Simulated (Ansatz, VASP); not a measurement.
# C in VASP and in Ansatz

```xyz
4
Lattice="2.4989 0.0000 0.0000 -1.2494 2.1641 0.0000 0.0000 0.0000 4.1607" Properties=species:S:1:pos:R:3 pbc="T T T"
C     0.0000    1.4427    0.2613
C     1.2494    0.7214    2.3416
C     0.0000    1.4427    1.8191
C     1.2494    0.7214    3.8994
```

Alike in both runs: functional PBEsol; k mesh 8 × 8 × 4; occupations fermi-dirac, width 0.05 eV; no spin polarisation.

Ansatz relaxed the structure, and its values are those at the end. VASP's run is a single point on that final structure, the one shown.

|  | VASP | Ansatz |
| --- | --- | --- |
| version | VASP 6.6.1 | Ansatz 0.2.0 |
| potentials or method | VASP PAW PBE potentials, release 64 (C) | plane waves (420 eV) with PAW, scalar-relativistic |
| plane-wave cutoff (eV) | 520 | 420 |
| valence electrons in the cell | 16 | 16 |

|  | VASP | Ansatz | Ansatz less VASP |
| --- | --- | --- | --- |
| pressure (GPa) | 1.1 | 0.0 | -1.08 |

With one functional, cell and mesh, what is left measures potentials, basis and numerics. Ansatz warned: «pseudo_functional_mismatch».

Caveats: the PAW data sets were made with another functional, which shifts forces and pressure a little (VASP). A k mesh can miss the band edges.
